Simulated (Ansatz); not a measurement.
# MnS (I-4m2): equation of state

The task here is to estimate one member of a computed series from the others.

Computed with Ansatz 0.2.0 (DFT r²SCAN, scalar-relativistic, plane waves, PAW, unless a step's input says otherwise).

**The structure to begin with**

It takes space group I-4m2 (No. 119, tetragonal). The conventional cell has a = 3.946 Å, b = 3.946 Å, c = 5.471 Å, α = 90.00°, β = 90.00°, γ = 90.00°. Mn (site symmetry -4m2) has 4 S at 2.40 Å as nearest neighbours. S (site symmetry -4m2) is surrounded by 4 Mn at 2.40 Å.

Coordinates:

```xyz
4
Lattice="0.0000 2.7900 -2.7900 0.0000 2.7900 2.7900 5.4711 0.0000 0.0000" Properties=species:S:1:pos:R:3 pbc="T T T"
Mn    0.0000    0.0000    0.0000
S     1.3678    1.3950    1.3950
Mn    2.7355    2.7900    0.0000
S     4.1033    4.1850    1.3950
```

This cell comes from an earlier session at r²SCAN: 21.293 Å³/atom at 0.00 GPa, on a 6×6×4 mesh. The large moments point both ways and cancel.

Volume factors to run: 0.980, 1.020, 0.960, 1.040.

The first run:

input.yaml

```yaml
crystal:
  lattice:
    - [0.0, 2.7712501638, -2.7712501638]
    - [0.0, 2.7712501638, 2.7712501638]
    - [5.4343437211, 0.0, 0.0]
  atoms:
    - { symbol: Mn, position: [0.0, 0.0, 0.0], spin: 4.54 }
    - { symbol: S, position: [0.0, 0.5, 0.2499999987] }
    - { symbol: Mn, position: [0.5, 0.5, 0.5], spin: -4.54 }
    - { symbol: S, position: [0.5, 1.0, 0.7500000013] }
basis:
  ecutwfc: 500
  ecutrho_ratio: 4
kpoints:
  mp_grid: { grid: [6, 6, 4] }
hamiltonian:
  xc: r2scan
scf:
  occupations: { method: gaussian, width: 0.05 }
output:
  forces: true
  stress: true
  eigenvalues: true
  populations: true
magnetization:
  spin_polarized: true
relax:
  f_tol: 0.01
  max_steps: 40
  cell: { stress_tol: 0.1, fix: [volume] }
```

Run with:

```
$ ansatz run input.yaml --threads 2 --pin off --max-ram 5120MiB --backend cpu --events-out ev --progress --plain --runs-dir out
```

Among the steps run: At 0.980 of the relaxed volume; At 1.020 of the relaxed volume; Scaling the volume by 0.960; At 1.040 of the relaxed volume.

One of the session's tables, all rows but one given; the rest of the session is left out.

It belongs to the step «The fit». 

| volume (Å³/atom) | energy (meV/atom) | pressure (GPa) | gap (eV) | moment of atom 1 (μB) |
| --- | --- | --- | --- | --- |
| 20.442 | 6.75 | 2.62 | 1.99 | 4.06 |
| 20.867 | 1.65 | 1.26 | 2.07 | 4.09 |
| 21.293 | 0.00 | 0.00 | 2.15 | 4.13 |
| 21.719 | ? | ? | ? | ? |
| 22.145 | 6.03 | -2.20 | 2.30 | 4.19 |

**Question.** Estimate the row for volume (Å³/atom) = 21.719.

Worked estimate for «energy (meV/atom)». A straight line through the neighbours (21.293, 0.00) and (22.145, 6.03) gives 0.00 + (6.03 − 0.00) × (21.719 − 21.293) / (22.145 − 21.293) = 3.02; a parabola fitted to 3 rows on both sides gives 1.46.

The run gave: energy (meV/atom): 1.55; pressure (GPa): -1.15; gap (eV): 2.23; moment of atom 1 (μB): 4.16. In «energy (meV/atom)» the line misses by +1.47 and the parabola by -0.09.

Caveats from the session: Warnings in the runs' records: anti translation declined, stability check not made.
